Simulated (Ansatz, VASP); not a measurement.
Zn in VASP and in Ansatz

```
Zn
1.0
     2.60225    0.00000    0.00000
     0.00000    2.60225    0.00000
     0.00000    0.00000    2.60225
Zn
1
Direct
  0.00000 0.00000 0.00000
```

Alike in both runs: task single point; functional RPBE; k mesh 13 × 13 × 13; occupations fermi-dirac, width 0.1 eV; no spin polarisation.

|  | VASP | Ansatz |
| --- | --- | --- |
| version | VASP 6.6.1 | Ansatz 0.2.0 |
| potentials or method | VASP PAW PBE potentials, release 64 (Zn) | plane waves (420 eV) with PAW, scalar-relativistic |
| plane-wave cutoff (eV) | 520 | 420 |
| valence electrons in the cell | 12 | 12 |

```tsv
	VASP	Ansatz	Ansatz less VASP
pressure (GPa)	4.4	4.2	-0.24
```

The functional is the same, so the differences come from potentials, cutoffs and numerics.

Caveats: the PAW data sets were made with another functional, which shifts forces and pressure a little (VASP).
